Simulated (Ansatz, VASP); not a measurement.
**One calculation of ZnSe (Stilleite), two programs**

Contents of INCAR:

```
SYSTEM = ZnSe
PREC = Accurate ; ENCUT = 520
EDIFF = 1E-6 ; ISMEAR = -1
SIGMA = 0.05 ; LREAL = .FALSE.
LASPH = .TRUE. ; NELM = 80
ALGO = Normal ; ISIF = 2
LWAVE = .FALSE. ; LCHARG = .TRUE.
GGA = CA ; LELF = .TRUE.
LVHAR = .TRUE. ; NBANDS = 16
```

File KPOINTS:

```
regular mesh
0
G
  8 8 8
  0 0 0
```

The input POSCAR:

```
ZnSe
1.0
    0.0000000000      2.7955007105      2.7955007105
    2.7955007105      0.0000000000      2.7955007105
    2.7955007105      2.7955007105      0.0000000000
Se Zn
1 1
Direct
    0.7500000000      0.7500000000      0.7500000000
    0.0000000000      0.0000000000      0.0000000000
```

The input input.yaml:

```yaml
crystal:
  lattice:
    - [0.0, 2.7955007105, 2.7955007105]
    - [2.7955007105, 0.0, 2.7955007105]
    - [2.7955007105, 2.7955007105, 0.0]
  atoms:
    - { symbol: Se, position: [0.75, 0.75, 0.75] }
    - { symbol: Zn, position: [0.0, 0.0, 0.0] }
kpoints:
  mp_grid: { grid: [8, 8, 8] }
scf:
  occupations: { method: fermi_dirac, width: 0.05 }
hamiltonian:
  xc: lda
  pseudopotentials: { kind: all_electron, lapw: { basis_error: 0.001 } }
output:
  forces: true
  stress: true
  eigenvalues: true
```

Change from the starting cell: volume scaled by 0.96.

Alike in both runs: task single point; functional LDA; k mesh 8 × 8 × 8; occupations fermi-dirac, width 0.05 eV; no spin polarisation.

```csv
,VASP,Ansatz
version,VASP 6.6.1,Ansatz 0.2.0
potentials or method,"VASP PAW LDA potentials, release 64 (Se, Zn)","all-electron LAPW, scalar-relativistic"
plane-wave cutoff (eV),520,see its input
```

Ansatz gave:

| Quantity | Value |
| --- | --- |
| gap on the k mesh at the Fermi level (eV) | 1.20 |
| least direct gap on the mesh (eV) | 1.20 |
| pressure (GPa) | -0.9 |

What did VASP give for the same quantities?

gap on the k mesh at the Fermi level (eV): 1.24; least direct gap on the mesh (eV): 1.24; pressure (GPa): -0.5.

Ansatz ran all-electron here, so the differences hold the error of VASP's frozen core and of both bases.
